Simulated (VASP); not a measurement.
## V under changes of volume

One of the cells (13.882 Å³/atom); the others are scaled copies at fixed shape and fractional positions:

```
CELL_PARAMETERS angstrom
0.00000 1.90755 1.90755
1.90755 0.00000 1.90755
1.90755 1.90755 0.00000
ATOMIC_POSITIONS crystal
V 0.00000 0.00000 0.00000
```

This isn't the form of V at room conditions, which is bcc.

| Property | Result |
| --- | --- |
| Program | VASP 6.6.1 |
| Functional | PBE |
| Potentials or basis | VASP PAW PBE potentials, release 64 (V_sv) |
| Cutoff | 520 eV |
| k mesh | 12 × 12 × 12 |
| Occupations | fermi-dirac, width 0.05 eV |
| Spin | collinear spin, ferromagnetic start |
| Starting moments | [2.0] μB |

| volume (Å³/atom) | energy over the lowest point (meV/atom) | pressure (GPa) |
| --- | --- | --- |
| 12.793 | ? | ? |
| 13.066 | 31.11 | 12.5 |
| 13.338 | 13.70 | 8.1 |
| 13.882 | 0.00 | 0.4 |
| 14.154 | 2.41 | -3.0 |
| 14.427 | 10.24 | -6.0 |

What does the run at 12.793 Å³/atom give?

Energy over the lowest point 56.52 meV/atom; pressure 17.4 GPa.

Worked out: A Birch-Murnaghan fit of order 3 (a polynomial in V^(-2/3)) to the other rows has its minimum at 13.90 Å³/atom with B0 = V·E''(V) = 178 GPa and B' = 4.1. It gives 56.68 meV/atom at 12.793 Å³/atom, against the run's 56.52, and -dE/dV = 17.5 GPa, against 17.4.

Energies are extrapolated to zero smearing.
